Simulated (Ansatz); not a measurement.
# SnSe: a one-atom displacement scan

Aim: for SnSe, measure how stiffly atom 5 (Se) is held.

Computed with Ansatz 0.2.0 (DFT PBEsol, scalar-relativistic, plane waves, PAW, unless a step's input says otherwise).

2 further runs of the same task are left out: 2 set aside as unsound or not needed.

## (1) The structure to begin with

Symmetry: Fm-3m, No. 225, cubic system. Conventional cell: a = 5.946 Å, b = 5.946 Å, c = 5.946 Å, α = 90.00°, β = 90.00°, γ = 90.00°. Around Sn (site symmetry m-3m) lie 6 Se at 2.97 Å. Se (site symmetry m-3m) has 6 Sn at 2.97 Å as nearest neighbours.

Structure file:

```cif
data_structure
_symmetry_space_group_name_H-M 'P 1'
_symmetry_Int_Tables_number 1
_cell_length_a 5.9455
_cell_length_b 5.9455
_cell_length_c 5.9455
_cell_angle_alpha 90.000
_cell_angle_beta 90.000
_cell_angle_gamma 90.000
_cell_volume 210.17
loop_
_atom_site_label
_atom_site_type_symbol
_atom_site_fract_x
_atom_site_fract_y
_atom_site_fract_z
_atom_site_occupancy
Sn1 Sn 0.00000 0.00000 0.00000 1
Sn2 Sn 0.50000 0.50000 0.00000 1
Sn3 Sn 0.50000 0.00000 0.50000 1
Sn4 Sn 0.00000 0.50000 0.50000 1
Se1 Se 0.50000 0.00000 0.00000 1
Se2 Se 0.00000 0.50000 0.00000 1
Se3 Se 0.00000 0.00000 0.50000 1
Se4 Se 0.50000 0.50000 0.50000 1
```

It is built from the cell relaxed beforehand with the same method (26.27 Å³/atom).

## (2) The undisturbed cell

input.yaml reads:

```yaml
crystal:
  lattice:
    - [5.9455093302, 0.0, 0.0]
    - [0.0, -5.9455093302, 0.0]
    - [0.0, 0.0, -5.9455093302]
  atoms:
    - { symbol: Sn, position: [0.0, 0.0, 0.0] }
    - { symbol: Sn, position: [0.5, 0.5, 0.0] }
    - { symbol: Sn, position: [0.5, 0.0, 0.5] }
    - { symbol: Sn, position: [0.0, 0.5, 0.5] }
    - { symbol: Se, position: [0.5, 0.0, 0.0] }
    - { symbol: Se, position: [0.0, 0.5, 0.0] }
    - { symbol: Se, position: [0.0, 0.0, 0.5] }
    - { symbol: Se, position: [0.5, 0.5, 0.5] }
basis:
  ecutwfc: 420
kpoints:
  mp_grid: { grid: [6, 6, 6] }
hamiltonian:
  xc: pbesol
scf:
  occupations: { method: gaussian, width: 0.05 }
output:
  forces: true
  stress: true
  eigenvalues: true
```

## (3) The scan: a one-atom displacement scan

Atom 5 (Se) is moved by x along the Cartesian unit vector (0.000, 0.000, 1.000); the cell and all other atoms stay fixed. Forces below are components along that vector, summed over the moved atoms. In a periodic cell its images move with it.

## (4) Point x = -0.100 Å

Changes to input.yaml since step 2:

```diff
@@ -10,3 +10,3 @@
     - { symbol: Sn, position: [0.0, 0.5, 0.5] }
-    - { symbol: Se, position: [0.5, 0.0, 0.0] }
+    - { symbol: Se, position: [0.5, 0.0, 0.0168194169] }
     - { symbol: Se, position: [0.0, 0.5, 0.0] }
```

## (5) At x = 0.080 Å

Changes to input.yaml since step 4:

```diff
@@ -10,3 +10,3 @@
     - { symbol: Sn, position: [0.0, 0.5, 0.5] }
-    - { symbol: Se, position: [0.5, 0.0, 0.0168194169] }
+    - { symbol: Se, position: [0.5, 0.0, -0.0134555335] }
     - { symbol: Se, position: [0.0, 0.5, 0.0] }
```

## (6) At x = -0.060 Å

Changes to input.yaml since step 5:

```diff
@@ -10,3 +10,3 @@
     - { symbol: Sn, position: [0.0, 0.5, 0.5] }
-    - { symbol: Se, position: [0.5, 0.0, -0.0134555335] }
+    - { symbol: Se, position: [0.5, 0.0, 0.0100916501] }
     - { symbol: Se, position: [0.0, 0.5, 0.0] }
```

## (7) Point x = 0.040 Å

Changes to input.yaml since step 6:

```diff
@@ -10,3 +10,3 @@
     - { symbol: Sn, position: [0.0, 0.5, 0.5] }
-    - { symbol: Se, position: [0.5, 0.0, 0.0100916501] }
+    - { symbol: Se, position: [0.5, 0.0, -0.0067277668] }
     - { symbol: Se, position: [0.0, 0.5, 0.0] }
```

## (8) x = -0.020 Å

Changes to input.yaml since step 7:

```diff
@@ -10,3 +10,3 @@
     - { symbol: Sn, position: [0.0, 0.5, 0.5] }
-    - { symbol: Se, position: [0.5, 0.0, -0.0067277668] }
+    - { symbol: Se, position: [0.5, 0.0, 0.0033638834] }
     - { symbol: Se, position: [0.0, 0.5, 0.0] }
```

## (9) Point x = 0.090 Å

Changes to input.yaml since step 8:

```diff
@@ -10,3 +10,3 @@
     - { symbol: Sn, position: [0.0, 0.5, 0.5] }
-    - { symbol: Se, position: [0.5, 0.0, 0.0033638834] }
+    - { symbol: Se, position: [0.5, 0.0, -0.0151374752] }
     - { symbol: Se, position: [0.0, 0.5, 0.0] }
```

## (10) Point x = 0.070 Å

Changes to input.yaml since step 9:

```diff
@@ -10,3 +10,3 @@
     - { symbol: Sn, position: [0.0, 0.5, 0.5] }
-    - { symbol: Se, position: [0.5, 0.0, -0.0151374752] }
+    - { symbol: Se, position: [0.5, 0.0, -0.0117735918] }
     - { symbol: Se, position: [0.0, 0.5, 0.0] }
```

## (11) At x = 0.050 Å

Changes to input.yaml since step 10:

```diff
@@ -10,3 +10,3 @@
     - { symbol: Sn, position: [0.0, 0.5, 0.5] }
-    - { symbol: Se, position: [0.5, 0.0, -0.0117735918] }
+    - { symbol: Se, position: [0.5, 0.0, -0.0084097084] }
     - { symbol: Se, position: [0.0, 0.5, 0.0] }
```

(Steps that only read results are left out.)

What does the calculation give?

The runs gave:

```
                                                        quantity       value
force constant along x, from the points at -0.020, 0 and 0.040 Å  1.14 eV/Å²
```

Near the site the force constant is 1.14 eV/Å²; for the mass of Se against a rigid frame that is a vibration of about 63 cm⁻¹. The undisturbed cell stays the lowest of the sampled points. The gap on the mesh stays between 0.25 and 0.33 eV.
